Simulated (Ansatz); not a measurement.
# Calculated 179Hf nuclear quadrupole resonance for HfO2

Cell: a structure deposited in the COD, ions relaxed with PBE at fixed cell.

Space group P2_1/c (No. 14); a = 5.1180, b = 5.1857, c = 5.2841 Å, β = 99.35°.

```csv
site,Wyckoff,site symmetry,x,y,z
Hf,4e,1,0.2767,0.0419,0.2081
O5,4e,1,0.4466,0.7584,0.4803
O9,4e,1,0.0726,0.3393,0.3389
```

One atom of each set is listed.

Level of theory: DFT, PBEsol, plane waves and PAW, scalar-relativistic, 420 eV cutoff, Γ-centred 6×6×6 k-points, Fermi–Dirac smearing 0.02 eV (Ansatz 0.2.0).

179Hf: I = 9/2, Q = 3793 mb (year-2017 value). Static lattice, zero field.

Question: At which frequencies do the 179Hf NQR lines lie?

Answer: For I = 9/2 and η = 0 the lines are |C_Q|/24 times 1, 2, 3 and 4; η shifts the lowest up most.

| site | atoms | V_zz (10²¹ V/m²) | C_Q (MHz) | η | line frequencies (MHz) |
| --- | --- | --- | --- | --- | --- |
| Hf | 4 | 12.50 | 1146 | 0.16 | 57.5, 92.9, 142.6, 190.6 |

Question: And for 177Hf (I = 7/2, Q = 3365 mb) on Hf?

Answer: C_Q scales with Q to 1017 MHz, with lines at 79.0, 143.3, 217.3 MHz.

Without spin–orbit coupling the gradients at and beside Hf can be off by some per cent, at some sites by more.

The run took 22 s of wall time (83 s of CPU time) and 1.1 GiB at its peak, on 4 threads of Arm Neoverse V2 (aarch64; 8 cores open to the job, memory cap 8.0 GiB, no GPU), a shared host with a load of 0.4 a core.
